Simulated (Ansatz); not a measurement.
## Ni under changes of volume

One of the cells (10.492 Å³/atom); the others are scaled copies at fixed shape and fractional positions:

```
CELL_PARAMETERS angstrom
0.00000 1.73757 1.73757
1.73757 0.00000 1.73757
1.73757 1.73757 0.00000
ATOMIC_POSITIONS crystal
Ni 0.00000 0.00000 0.00000
```

```yaml
Program: Ansatz 0.2.0
Functional: PBEsol
Potentials_or_basis: all-electron LAPW, scalar-relativistic
Cutoff: 320 eV (chosen from the basis error)
Basis_error_allowed: 0.001 eV/atom
k_mesh: 13 × 13 × 13
Occupations: fermi-dirac, width 0.05 eV
Spin: collinear spin, ferromagnetic start
Starting_moments: "[1.0] μB"
```

```csv
volume (Å³/atom),energy over the lowest point (meV/atom),pressure (GPa)
9.862,19.62,13.4
10.072,6.16,7.5
10.282,0.00,2.3
10.492,0.33,-2.4
10.702,6.43,-6.6
10.912,17.65,-10.2
11.122,?,?
```

Problem. What does the run at 11.122 Å³/atom give?

Solution. Energy over the lowest point 33.41 meV/atom; pressure -13.5 GPa.

Worked out: A Birch-Murnaghan fit of order 3 (a polynomial in V^(-2/3)) to the other rows has its minimum at 10.37 Å³/atom with B0 = V·E''(V) = 232 GPa and B' = 4.8. It gives 33.43 meV/atom at 11.122 Å³/atom, against the run's 33.41, and -dE/dV = -13.6 GPa, against -13.5.

Energies are extrapolated to zero smearing.
